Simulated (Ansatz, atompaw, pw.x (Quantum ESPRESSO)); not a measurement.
Equation-of-state test of one PAW (atompaw) potential (Zn)

```
Element                 : Zn
Generator               : atompaw 4.2.0.5
Type                    : PAW
Functional              : PBE
Relativity              : scalar-relativistic
Frozen core             : [Ar] 3d10
Valence charge          : 2
Reference configuration : 4s1.75 4p0.25
Partial waves           : 4s (bound): rc 2.60 bohr; 4s channel at 0.05 Ry: rc 2.60 bohr; 4p (bound): rc 2.05 bohr; 4p channel at 0.75 Ry: rc 2.60 bohr; 4d channel at 0.1 Ry: rc 2.60 bohr
Local potential         : troulliermartins scheme with l = 3 at 0 Ry, radius 2.46 bohr
Core correction         : smooth core density matched at 2.00 bohr
Augmentation charge     : besselshape compensation charge, radius 2.55 bohr; PAW radius 2.60 bohr; waves and projectors: custom rrkj vanderbiltortho
```

Atomic tests: cutoffs needed: 6 Ry and 6 Ry (the cutoffs (Ry, on a coarse ladder) from which the occupation-weighted sum of valence levels, in a spherical-Bessel basis at the reference potential, stays within 10 and 1 mRy of its value at 400 Ry); ghost test: no extra level below or beside the all-electron valence levels (s, p, d, f tested) (spherical-Bessel basis up to 400 Ry, 20 bohr box); lowest eigenvalue of the overlap operator: 0.37 (p channel).

Crystal test: fcc Zn in pw.x 7.5, no spin, 14³ k-points, Fermi–Dirac smearing 0.01 Ry, cutoffs 40/400 Ry. The reference is all-electron LAPW (Ansatz 0.2.0) with the same functional, mesh and smearing; V0 and B0 come from Birch–Murnaghan fits to the pressures at five volumes. Errors are pseudo minus all-electron; Δ is the rms difference of the E(V) curves that follow from these fits, minima aligned, over ±6 % about the mean V0. Mesh and smearing are coarse, so the numbers serve the comparison and aren't converged zero-temperature values; the lattice is a test structure that the element need not adopt.

All-electron: a0 = 3.931 Å (V0 = 15.18 Å³/atom), B0 = 69.9 GPa.

Question: How far does the potential miss the all-electron equation of state?

Answer: mean pressure error (GPa): -0.51; a0 (Å): 3.921; a0 error (%): -0.25; B0 error (%): -2.7; Δ (meV/atom): 1.8. The logarithmic derivative shows an extra or strongly shifted pseudo pole above the reference energy (d near 1.37 Ry).

```json
{"V (Å³/atom)": "14.479", "P all-electron (GPa)": "3.75", "P pseudo (GPa)": "3.00"}
{"V (Å³/atom)": "14.860", "P all-electron (GPa)": "1.59", "P pseudo (GPa)": "0.99"}
{"V (Å³/atom)": "15.241", "P all-electron (GPa)": "-0.27", "P pseudo (GPa)": "-0.75"}
{"V (Å³/atom)": "15.622", "P all-electron (GPa)": "-1.85", "P pseudo (GPa)": "-2.25"}
{"V (Å³/atom)": "16.003", "P all-electron (GPa)": "-3.21", "P pseudo (GPa)": "-3.53"}
```

Question: At the middle volume, how do free energy and pressure move when the wave cutoff is lowered (ecutrho held at 400 Ry)?

Answer:

```csv
cutoff (Ry),shift of F (meV/atom),shift of P (GPa)
18,+1.4,+0.01
24,+0.4,-0.00
32,+0.1,+0.01
```

The run at the middle volume (104 k-points, 6 iterations) took about 8.1 s on one core of a shared host (AMD EPYC 7R43 64-Core Processor, 256 threads, 1004 GiB, load 87).
